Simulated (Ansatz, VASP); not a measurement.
**ZnSe (Stilleite): VASP beside Ansatz**

The input POSCAR:

```
ZnSe
1.0
    0.0000000000      2.8324246721      2.8324246721
    2.8324246721      0.0000000000      2.8324246721
    2.8324246721      2.8324246721      0.0000000000
Zn Se
1 1
Direct
    0.0000000000      0.0000000000      0.0000000000
    0.2500000000      0.2500000000      0.2500000000
```

INCAR.step1

```
SYSTEM = ZnSe
PREC = Accurate ; ENCUT = 520
ISMEAR = 0 ; SIGMA = 0.01
LREAL = .False. ; LASPH = .True.
NELM = 60 ; NBANDS = 16
GGA = PE ; ALGO = Normal
EDIFF = 1E-4 ; LWAVE = .True.
LCHARG = .False.
```

The input INCAR.step2:

```
SYSTEM = ZnSe
PREC = Accurate ; ENCUT = 520
EDIFF = 1E-7 ; ISMEAR = 0
SIGMA = 0.01 ; LREAL = .False.
LASPH = .True. ; NELM = 60
ALGO = Normal ; ISIF = 2
LWAVE = .False. ; LCHARG = .False.
METAGGA = R2SCAN ; LMIXTAU = .True.
NBANDS = 16 ; ISTART = 1
```

The input KPOINTS:

```
Automatic mesh
0
Gamma
  8 8 8
  0 0 0
```

Input for Ansatz:

```yaml
crystal:
  lattice:
    - [0.0, 2.8324246721, 2.8324246721]
    - [2.8324246721, 0.0, 2.8324246721]
    - [2.8324246721, 2.8324246721, 0.0]
  atoms:
    - { symbol: Zn, position: [0.0, 0.0, 0.0] }
    - { symbol: Se, position: [0.25, 0.25, 0.25] }
kpoints:
  mp_grid: { grid: [8, 8, 8] }
  band_path:
    path:
      - [0.0, 0.0, 0.0]
      - [-0.5, -0.5, 0.0]
      - [-0.375, -0.375, 0.25]
      - [-0.375, 0.0, 0.375]
      - [0.0, 0.0, 0.5]
      - [-0.5, -0.25, 0.25]
    npoints: 1
hamiltonian:
  xc: r2scan
scf:
  occupations: { method: fixed }
  n_extra_bands: 4
output:
  forces: true
  stress: true
  eigenvalues: true
```

Alike in both runs: task single point; functional r2SCAN; k mesh 8 × 8 × 8; no spin polarisation.

|  | VASP | Ansatz |
| --- | --- | --- |
| version | VASP 6.6.1 | Ansatz 0.2.0 |
| potentials or method | VASP PAW PBE potentials, release 64 (Zn, Se) | plane waves, PAW |
| plane-wave cutoff (eV) | 520 | 500 |
| occupations | gaussian, width 0.01 eV | fixed |
| valence electrons in the cell | 18 | 28 |

Ansatz gave:

| Quantity | Value |
| --- | --- |
| gap on the k mesh at the Fermi level (eV) | 1.87 |
| pressure (GPa) | 0.0 |

Task: What did VASP give for the same quantities?

Result: gap on the k mesh at the Fermi level (eV): 1.87; pressure (GPa): 0.1.

The two sets of potentials don't hold the same shells in valence.

Caveats: the PAW data sets were made with another functional, which shifts forces and pressure a little (VASP). r2SCAN opens gaps a little over a GGA but as a rule still falls short of measured ones.
